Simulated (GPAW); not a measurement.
# TiB2 (P6/mmm) in GPAW: a series of runs

One crystal, TiB2, is run at these levels: PBEsol; tasks: relaxation of cell and atoms.

Program: GPAW 26.7.0. These are calculated values, not measurements. Logs are shortened: lines on timing, memory, paths and dates and some standing lists are left out, and cuts for length are marked. The log counts tension as positive stress, the text compression.

## (1) The structure

It takes space group P6/mmm (No. 191, hexagonal). The conventional cell has a = 3.029 Å, b = 3.029 Å, c = 3.228 Å, α = 90.00°, β = 90.00°, γ = 120.00°. Ti (site symmetry 6/mmm) has 12 B at 2.38 Å as nearest neighbours. B (site symmetry -6m2) has 3 B at 1.75 Å as nearest neighbours.

## (2) Relaxation of cell and atoms, PBEsol

run.py reads:

```python
from ase import Atoms
from ase.filters import FrechetCellFilter
from ase.io import write
from ase.optimize import BFGS
from gpaw import GPAW, PW, setup_paths

setup_paths.insert(0, '.')

atoms = Atoms(['Ti', 'B', 'B'],
              cell=[[3.0292, 0.0, 0.0],
                    [-1.5146, 2.6233641531, 0.0],
                    [0.0, 0.0, 3.2284]],
              scaled_positions=[[0.0, 0.0, 0.0],
                                [0.6666666667, 0.3333333333, 0.5],
                                [0.3333333333, 0.6666666667, 0.5]],
              pbc=True)

calc = GPAW(mode=PW(800),
            xc='PBEsol',
            kpts={'size': (7, 7, 6), 'gamma': True},
            occupations={'name': 'fermi-dirac', 'width': 0.05},
            nbands=20,
            convergence={'density': 1e-05, 'forces': 0.0001},
            maxiter=150,
            txt='gpaw.txt')
atoms.calc = calc
opt = BFGS(FrechetCellFilter(atoms), trajectory='relax.traj', logfile='-')
done = opt.run(fmax=0.02, steps=60)
calc.write('gs.gpw')
write('result.traj', atoms)
print('Converged:', done)
print('Cell:', atoms.cell.cellpar().round(4))
print('Volume:', round(atoms.get_volume(), 4))
print(atoms.get_scaled_positions().round(5))
```

Potentials or basis: PAW data sets generated in the run's folder for this functional, pw.

The run is started by

```bash
$ gpaw-setup -f PBEsol B Ti
$ OMP_NUM_THREADS=1 python run.py
```

gpaw.txt:

```text
__  _  _
 | _ |_)|_||  |
 |__||  | ||/\| - 26.7.0

Input parameters:
  mode=PW(ecut=800.0),
  convergence={'density': 1e-05, 'forces': 0.0001},
  kpts=MonkhorstPack(size=(7, 7, 6), gamma=True),
  maxiter=150,
  nbands=20,
  occupations=Occupations(name='fermi-dirac', width=0.05),
  xc=XC(name='PBEsol')

Diagonalizing LCAO Hamiltonian
Converting LCAO to pw mode

         B  B

       Ti

Atoms  # Å, Bohr magnetons
|   | symbol |         x |        y |        z |    initial magnetic moments |
|---|--------|-----------|----------|----------|-----------------------------|
| 0 |     Ti |  0.000000 | 0.000000 | 0.000000 | ( 0.0000,  0.0000,  0.0000) |
| 1 |      B |  1.514600 | 0.874455 | 1.614200 | ( 0.0000,  0.0000,  0.0000) |
| 2 |      B | -0.000000 | 1.748909 | 1.614200 | ( 0.0000,  0.0000,  0.0000) |
[... 229 lines left out ...]
Stress tensor  # eV/Ang^3
|        x |        y |        z |
|----------|----------|----------|
| 0.022220 | 0.000000 | 0.000000 |
| 0.000000 | 0.022220 | 0.000000 |
| 0.000000 | 0.000000 | 0.042582 |

Forces  # eV/Ang
|        x |        y |       z |
|----------|----------|---------|
|  0.00000 |  0.00000 | 0.00000 |  # Ti   0
|  0.00000 |  0.00000 | 0.00000 |  # B    1
| -0.00000 | -0.00000 | 0.00000 |  # B    2

Interpolating wave functions to new cell

         B  B

       Ti

Atoms  # Å, Bohr magnetons
|   | symbol |         x |        y |        z |    initial magnetic moments |
|---|--------|-----------|----------|----------|-----------------------------|
| 0 |     Ti |  0.000000 | 0.000000 | 0.000000 | ( 0.0000,  0.0000,  0.0000) |
| 1 |      B |  1.513230 | 0.873664 | 1.611403 | ( 0.0000,  0.0000,  0.0000) |
| 2 |      B | -0.000000 | 1.747328 | 1.611403 | ( 0.0000,  0.0000,  0.0000) |
[... 226 lines left out ...]
Stress tensor  # eV/Ang^3
|        x |        y |        z |
|----------|----------|----------|
| 0.017106 | 0.000000 | 0.000000 |
| 0.000000 | 0.017106 | 0.000000 |
| 0.000000 | 0.000000 | 0.036685 |

Forces  # eV/Ang
|        x |       y |       z |
|----------|---------|---------|
| -0.00000 | 0.00000 | 0.00000 |  # Ti   0
| -0.00000 | 0.00000 | 0.00000 |  # B    1
|  0.00000 | 0.00000 | 0.00000 |  # B    2

Interpolating wave functions to new cell
[... 6 lines left out ...]
Atoms  # Å, Bohr magnetons
|   | symbol |         x |        y |        z |    initial magnetic moments |
|---|--------|-----------|----------|----------|-----------------------------|
| 0 |     Ti | -0.000000 | 0.000000 | 0.000000 | ( 0.0000,  0.0000,  0.0000) |
| 1 |      B |  1.507110 | 0.870131 | 1.597481 | ( 0.0000,  0.0000,  0.0000) |
| 2 |      B | -0.000000 | 1.740261 | 1.597481 | ( 0.0000,  0.0000,  0.0000) |

Unit cell  # Å
| periodic |         x |         y |        z |  lengths |     angles |
|----------|-----------|-----------|----------|----------|------------|
|      yes |  3.014221 | -0.000000 | 0.000000 | 3.014221 |  90.000000 |
|      yes | -1.507110 |  2.610392 | 0.000000 | 3.014221 |  90.000000 |
|      yes |  0.000000 | -0.000000 | 3.194962 | 3.194962 | 120.000000 |

Number of symmetries: 24
Symmetry operations  # r_c * U_cc + t_c -> r_c
|    | kind |            matrix            |
|----|------|------------------------------|
|  0 |  σ   |  1, 1, 0,  0,-1, 0,  0, 0, 1 |
|  1 |  C2  |  1, 1, 0,  0,-1, 0,  0, 0,-1 |
|  2 |  C6  |  1, 1, 0, -1, 0, 0,  0, 0, 1 |
|  3 |  S6  |  1, 1, 0, -1, 0, 0,  0, 0,-1 |
|  4 |  E   |  1, 0, 0,  0, 1, 0,  0, 0, 1 |
|  5 |  σ   |  1, 0, 0,  0, 1, 0,  0, 0,-1 |
|  6 |  σ   |  1, 0, 0, -1,-1, 0,  0, 0, 1 |
|  7 |  C2  |  1, 0, 0, -1,-1, 0,  0, 0,-1 |
|  8 |  σ   |  0, 1, 0,  1, 0, 0,  0, 0, 1 |
[... 203 lines left out ...]
No gap
No difference between direct/indirect transitions

Stress tensor  # eV/Ang^3
|         x |         y |        z |
|-----------|-----------|----------|
| -0.007280 |  0.000000 | 0.000000 |
|  0.000000 | -0.007280 | 0.000000 |
|  0.000000 |  0.000000 | 0.006387 |

Forces  # eV/Ang
|       x |        y |       z |
|---------|----------|---------|
| 0.00000 | -0.00000 | 0.00000 |  # Ti   0
| 0.00000 |  0.00000 | 0.00000 |  # B    1
| 0.00000 |  0.00000 | 0.00000 |  # B    2

Interpolating wave functions to new cell
[... 6 lines left out ...]
Atoms  # Å, Bohr magnetons
|   | symbol |         x |        y |        z |    initial magnetic moments |
|---|--------|-----------|----------|----------|-----------------------------|
| 0 |     Ti |  0.000000 | 0.000000 | 0.000000 | ( 0.0000,  0.0000,  0.0000) |
| 1 |      B |  1.507503 | 0.870357 | 1.597001 | ( 0.0000,  0.0000,  0.0000) |
| 2 |      B | -0.000000 | 1.740715 | 1.597001 | ( 0.0000,  0.0000,  0.0000) |

Unit cell  # Å
| periodic |         x |        y |         z |  lengths |     angles |
|----------|-----------|----------|-----------|----------|------------|
|      yes |  3.015007 | 0.000000 | -0.000000 | 3.015007 |  90.000000 |
|      yes | -1.507503 | 2.611072 |  0.000000 | 3.015007 |  90.000000 |
|      yes |  0.000000 | 0.000000 |  3.194002 | 3.194002 | 120.000000 |

Number of symmetries: 24
Symmetry operations  # r_c * U_cc + t_c -> r_c
|    | kind |            matrix            |
|----|------|------------------------------|
|  0 |  σ   |  1, 1, 0,  0,-1, 0,  0, 0, 1 |
|  1 |  C2  |  1, 1, 0,  0,-1, 0,  0, 0,-1 |
|  2 |  C6  |  1, 1, 0, -1, 0, 0,  0, 0, 1 |
|  3 |  S6  |  1, 1, 0, -1, 0, 0,  0, 0,-1 |
|  4 |  E   |  1, 0, 0,  0, 1, 0,  0, 0, 1 |
|  5 |  σ   |  1, 0, 0,  0, 1, 0,  0, 0,-1 |
|  6 |  σ   |  1, 0, 0, -1,-1, 0,  0, 0, 1 |
|  7 |  C2  |  1, 0, 0, -1,-1, 0,  0, 0,-1 |
|  8 |  σ   |  0, 1, 0,  1, 0, 0,  0, 0, 1 |
[... 201 lines left out ...]
No gap
No difference between direct/indirect transitions

Stress tensor  # eV/Ang^3
|         x |         y |         z |
|-----------|-----------|-----------|
| -0.006246 |  0.000000 |  0.000000 |
|  0.000000 | -0.006246 | -0.000000 |
|  0.000000 |  0.000000 |  0.005836 |

Forces  # eV/Ang
|        x |        y |        z |
|----------|----------|----------|
|  0.00000 |  0.00000 |  0.00000 |  # Ti   0
|  0.00000 |  0.00000 | -0.00000 |  # B    1
| -0.00000 | -0.00000 |  0.00000 |  # B    2
[... 237 lines left out ...]
No gap
No difference between direct/indirect transitions

Stress tensor  # eV/Ang^3
|         x |         y |         z |
|-----------|-----------|-----------|
| -0.000004 |  0.000000 |  0.000000 |
| -0.000000 | -0.000004 | -0.000000 |
|  0.000000 | -0.000000 | -0.000010 |

Forces  # eV/Ang
|        x |        y |       z |
|----------|----------|---------|
|  0.00000 |  0.00000 | 0.00000 |  # Ti   0
| -0.00000 | -0.00000 | 0.00000 |  # B    1
|  0.00000 | -0.00000 | 0.00000 |  # B    2

# Writing to gs.gpw (mode='')
```

It took 64 s on 1 thread of Arm Neoverse V1, shared host; peak memory 0.23 GiB.

What came out:

```
Free energy                            : -24.7490 eV
Relaxed volume                         : 8.39 Å³/atom
Relaxed cell                           : a = 3.020 Å, b = 3.020 Å, c = 3.185 Å, α = 90.00°, β = 90.00°, γ = 120.00°
Space group after relaxing (to 0.05 Å) : P6/mmm (No. 191)
Energy gained by relaxing              : 2.6 meV/atom
Ionic steps                            : 5
Pressure after relaxing                : 0.0 GPa
Band gap on the k mesh                 : none (metal or under the smearing width)
```

Step by step:
| step | energy change (eV) | largest force (eV/Å) | pressure (GPa) | volume (Å³) |
| --- | --- | --- | --- | --- |
| 1 | 0.0000 | 0.0000 | -4.65 | 25.66 |
| 2 | -0.0024 | 0.0000 | -3.79 | 25.56 |
| 3 | -0.0070 | 0.0000 | 0.44 | 25.14 |
| 4 | -0.0071 | 0.0000 | 0.36 | 25.14 |
| 5 | -0.0077 | 0.0000 | 0.00 | 25.16 |

Final structure:
```cif
data_structure
_symmetry_space_group_name_H-M 'P 1'
_symmetry_Int_Tables_number 1
_cell_length_a 3.0202
_cell_length_b 3.0202
_cell_length_c 3.1854
_cell_angle_alpha 90.000
_cell_angle_beta 90.000
_cell_angle_gamma 120.000
_cell_volume 25.16
loop_
_atom_site_label
_atom_site_type_symbol
_atom_site_fract_x
_atom_site_fract_y
_atom_site_fract_z
_atom_site_occupancy
Ti1 Ti 0.00000 0.00000 0.00000 1
B1 B 0.66667 0.33333 0.50000 1
B2 B 0.33333 0.66667 0.50000 1
```

Levels at points of the mesh, in eV from the Fermi level:
| k point | band 6 | band 7 | band 8 | band 9 | band 10 | band 11 | band 12 | band 13 |
| --- | --- | --- | --- | --- | --- | --- | --- | --- |
| (0.00, 0.00, 0.00) | -2.60 | -2.60 | -2.10 | -2.06 | 2.07 | 2.07 | 3.95 | 3.95 |
| (0.00, 0.00, 0.50) | -7.58 | -0.47 | -0.47 | -0.15 | -0.15 | 0.55 | 0.55 | 1.92 |

Caveat: later steps reuse the first step's grids.

## (3) Relaxation of cell and atoms, PBEsol, target pressure 2 GPa, at which the enthalpy is minimised

run.py, as its differences from that of step 2:

```diff
@@ -4,2 +4,3 @@
 from ase.optimize import BFGS
+from ase.units import GPa
 from gpaw import GPAW, PW, setup_paths
@@ -26,3 +27,3 @@
 atoms.calc = calc
-opt = BFGS(FrechetCellFilter(atoms), trajectory='relax.traj', logfile='-')
+opt = BFGS(FrechetCellFilter(atoms, scalar_pressure=2 * GPa), trajectory='relax.traj', logfile='-')
 done = opt.run(fmax=0.02, steps=60)
```

Potentials or basis: PAW data sets generated in the run's folder for this functional, pw.

The run is started by

```bash
$ gpaw-setup -f PBEsol B Ti
$ OMP_NUM_THREADS=1 python run.py
```

gpaw.txt:

```text
__  _  _
 | _ |_)|_||  |
 |__||  | ||/\| - 26.7.0

Input parameters:
  mode=PW(ecut=800.0),
  convergence={'density': 1e-05, 'forces': 0.0001},
  kpts=MonkhorstPack(size=(7, 7, 6), gamma=True),
  maxiter=150,
  nbands=20,
  occupations=Occupations(name='fermi-dirac', width=0.05),
  xc=XC(name='PBEsol')

Diagonalizing LCAO Hamiltonian
Converting LCAO to pw mode

         B  B

       Ti

Atoms  # Å, Bohr magnetons
|   | symbol |         x |        y |        z |    initial magnetic moments |
|---|--------|-----------|----------|----------|-----------------------------|
| 0 |     Ti |  0.000000 | 0.000000 | 0.000000 | ( 0.0000,  0.0000,  0.0000) |
[... 1013 lines left out ...]
|   | symbol |         x |        y |         z |    initial magnetic moments |
|---|--------|-----------|----------|-----------|-----------------------------|
| 0 |     Ti |  0.000000 | 0.000000 | -0.000000 | ( 0.0000,  0.0000,  0.0000) |
| 1 |      B |  1.506856 | 0.869984 |  1.588250 | ( 0.0000,  0.0000,  0.0000) |
| 2 |      B | -0.000000 | 1.739968 |  1.588250 | ( 0.0000,  0.0000,  0.0000) |

Unit cell  # Å
| periodic |         x |         y |         z |  lengths |     angles |
|----------|-----------|-----------|-----------|----------|------------|
|      yes |  3.013713 |  0.000000 | -0.000000 | 3.013713 |  90.000000 |
|      yes | -1.506856 |  2.609952 | -0.000000 | 3.013713 |  90.000000 |
|      yes | -0.000000 | -0.000000 |  3.176499 | 3.176499 | 120.000000 |

Number of symmetries: 24
Symmetry operations  # r_c * U_cc + t_c -> r_c
|    | kind |            matrix            |
|----|------|------------------------------|
|  0 |  σ   |  1, 1, 0,  0,-1, 0,  0, 0, 1 |
|  1 |  C2  |  1, 1, 0,  0,-1, 0,  0, 0,-1 |
|  2 |  C6  |  1, 1, 0, -1, 0, 0,  0, 0, 1 |
|  3 |  S6  |  1, 1, 0, -1, 0, 0,  0, 0,-1 |
|  4 |  E   |  1, 0, 0,  0, 1, 0,  0, 0, 1 |
|  5 |  σ   |  1, 0, 0,  0, 1, 0,  0, 0,-1 |
|  6 |  σ   |  1, 0, 0, -1,-1, 0,  0, 0, 1 |
|  7 |  C2  |  1, 0, 0, -1,-1, 0,  0, 0,-1 |
|  8 |  σ   |  0, 1, 0,  1, 0, 0,  0, 0, 1 |
[... 205 lines left out ...]
Stress tensor  # eV/Ang^3
|         x |         y |         z |
|-----------|-----------|-----------|
| -0.012101 |  0.000000 |  0.000000 |
|  0.000000 | -0.012101 |  0.000000 |
|  0.000000 | -0.000000 | -0.011498 |

Forces  # eV/Ang
|       x |       y |       z |
|---------|---------|---------|
| 0.00000 | 0.00000 | 0.00000 |  # Ti   0
| 0.00000 | 0.00000 | 0.00000 |  # B    1
| 0.00000 | 0.00000 | 0.00000 |  # B    2

# Writing to gs.gpw (mode='')
```

It took 66 s on 1 thread of Arm Neoverse V1, shared host; peak memory 0.24 GiB.

What came out:

```
Free energy                                            : -24.7474 eV
Relaxed volume                                         : 8.33 Å³/atom
Relaxed cell                                           : a = 3.014 Å, b = 3.014 Å, c = 3.176 Å, α = 90.00°, β = 90.00°, γ = 120.00°
Space group after relaxing (to 0.05 Å)                 : P6/mmm (No. 191)
Energy change on relaxing (the enthalpy is what falls) : -2.0 meV/atom
Ionic steps                                            : 5
Pressure after relaxing                                : 1.9 GPa
Band gap on the k mesh                                 : none (metal or under the smearing width)
```

Stress tensor (GPa, compression positive):
```
1.94 0.00 0.00
0.00 1.94 0.00
0.00 0.00 1.84
```

The path:
| step | energy change (eV) | largest force (eV/Å) | pressure (GPa) | volume (Å³) |
| --- | --- | --- | --- | --- |
| 1 | 0.0000 | 0.0000 | -4.65 | 25.66 |
| 2 | -0.0031 | 0.0000 | -3.40 | 25.53 |
| 3 | -0.0047 | 0.0000 | 2.46 | 24.95 |
| 4 | -0.0051 | 0.0000 | 2.31 | 24.97 |
| 5 | -0.0061 | 0.0000 | 1.91 | 24.99 |

Final structure:
```
Ti B
1.0
     3.01371    0.00000    0.00000
    -1.50686    2.60995    0.00000
     0.00000    0.00000    3.17650
Ti B
1 2
Direct
  0.00000 0.00000 0.00000
  0.66667 0.33333 0.50000
  0.33333 0.66667 0.50000
```

Caveat: later steps reuse the first step's grids.

(Continued in part 2 of 2.)
